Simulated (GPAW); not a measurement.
Input of a GPAW 26.7.0 run:

The input run.py:

```python
from ase.dft.bandgap import bandgap
from ase.io import read, write
from ase.units import GPa
from gpaw import GPAW, PW

atoms = read('Ge.xyz')

calc = GPAW(mode=PW(600),
            xc='PBE',
            kpts={'size': (8, 8, 8), 'gamma': True},
            occupations={'name': 'methfessel-paxton', 'order': 0, 'width': 0.011},
            nbands=11,
            convergence={'density': 1e-05, 'energy': 1e-05},
            maxiter=150,
            txt='gpaw.txt')
atoms.calc = calc
energy = atoms.get_potential_energy()
forces = atoms.get_forces()
stress = atoms.get_stress()
calc.write('gs.gpw')
write('result.traj', atoms)
print(f'Energy: {energy:.6f} eV')
print('Forces (eV/A):')
print(forces.round(4))
print('Stress (GPa):', (stress / GPa).round(3))
print('Fermi level:', round(calc.get_fermi_level(), 4), 'eV')
print(f'Gap: {bandgap(calc)[0]:.4f} eV, direct: {bandgap(calc, direct=True)[0]:.4f} eV')
```

Contents of Ge.xyz:

```xyz
2
Lattice="0.0000000000 2.8289100000 2.8289100000 2.8289100000 0.0000000000 2.8289100000 2.8289100000 2.8289100000 0.0000000000" Properties=species:S:1:pos:R:3 pbc="T T T"
Ge     4.2433650000      4.2433650000      4.2433650000
Ge     2.8289100000      2.8289100000      2.8289100000
```

Potentials or basis: GPAW PAW data sets (gpaw-data 1.2.1), pw.

Run with:

```console
$ OMP_NUM_THREADS=1 python run.py
```

Q: What does it give for the band gap on the k mesh?

A: 0.09 eV, direct.

Q: What does it give for the pressure?

A: 3.8 GPa.

**Measured values to compare with.**

“Electronic and optical properties of SixGe1-x-ySny alloys lattice-matched to Ge”, 2021, arxiv:2109.02782 reports, for a bulk crystal of Ge at 300 K: band gap 0.807 eV (direct).

Against the measured gap of Ge, 0.807 eV (direct; 300 K; “Electronic and optical properties of SixGe1-x-ySny alloys lattice-matched to Ge”, 2021, arxiv:2109.02782), the calculated 0.09 eV is off by -0.72 eV. 3 values of this kind are on record (0.666 to 0.807 eV); this one was drawn at random among those near their median. Spin-orbit coupling on Ge is left out. The value is that of PBE on a finite k mesh, which can miss the band edges, without temperature or zero-point motion. Semilocal functionals fall short of measured gaps as a rule.
